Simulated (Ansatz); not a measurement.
# PbI2: the cost of one run

The runs shown are made with Ansatz 0.2.0. PAW datasets, plane waves. Computed at 0 K without zero-point motion; spin polarisation is off.

## Step 1: Starting point

The unstrained cell was relaxed with r2SCAN+rVV10; in each strained cell the atoms were relaxed again with r2SCAN+rVV10. Names of k-points are those of the unstrained zone, where strain can split equivalent points. First state: +4.0 % strain along z alone.

It is trigonal, P-3m1 (No. 164); a = 4.564 Å, c = 7.329 Å in the conventional setting, 44.07 Å³ an atom. Pb has 6 I at 3.25 Å; I has 3 Pb at 3.25 Å.

Coordinates:

```
CELL_PARAMETERS angstrom
4.56408 0.00000 0.00000
-2.28204 3.95261 0.00000
0.00000 0.00000 7.32941
ATOMIC_POSITIONS crystal
Pb 0.00000 0.00000 0.00000
I 0.33333 0.66667 0.25863
I 0.66667 0.33333 0.74137
```

From earlier runs on the unstrained cell: PBE 2.23 eV, r2SCAN 2.63 eV, HSE06 2.93 eV; a = 4.564 Å, c = 7.048 Å.

## Step 2: +4.0 % strain along z alone: PBE

The input, input.yaml:

```yaml
crystal:
  lattice:
    - [4.5640817087, 0.0, 0.0]
    - [-2.2820408544, 3.9526107047, 0.0]
    - [0.0, 0.0, 7.3294126289]
  atoms:
    - { symbol: Pb, position: [0.0, 0.0, 0.0] }
    - { symbol: I, position: [0.3333333333, 0.6666666667, 0.2586307171] }
    - { symbol: I, position: [0.6666666667, 0.3333333333, 0.7413692829] }
kpoints:
  mp_grid: { grid: [6, 6, 4] }
  band_path:
    path:
      - [0.0, 0.0, 0.0]
      - [0.5, 0.0, 0.0]
      - [0.3333333333, 0.3333333333, 0.0]
      - [0.0, 0.0, 0.5]
      - [0.5, 0.0, 0.5]
      - [0.3333333333, 0.3333333333, 0.5]
    npoints: 1
hamiltonian:
  xc: pbe
scf:
  occupations: { method: fermi_dirac, width: 0.02 }
  n_extra_bands: 4
output:
  forces: true
  stress: true
  eigenvalues: true
```

On the command line:

```sh
> ansatz run input.yaml --threads 2 --pin off --max-ram 2211MiB --backend cpu --events-out ev --progress --plain --runs-dir out
```

Q: Estimate wall time and peak memory on 2 threads of Arm Neoverse N1, shared host.

About 6.6 s, with a peak of 0.44 GiB.
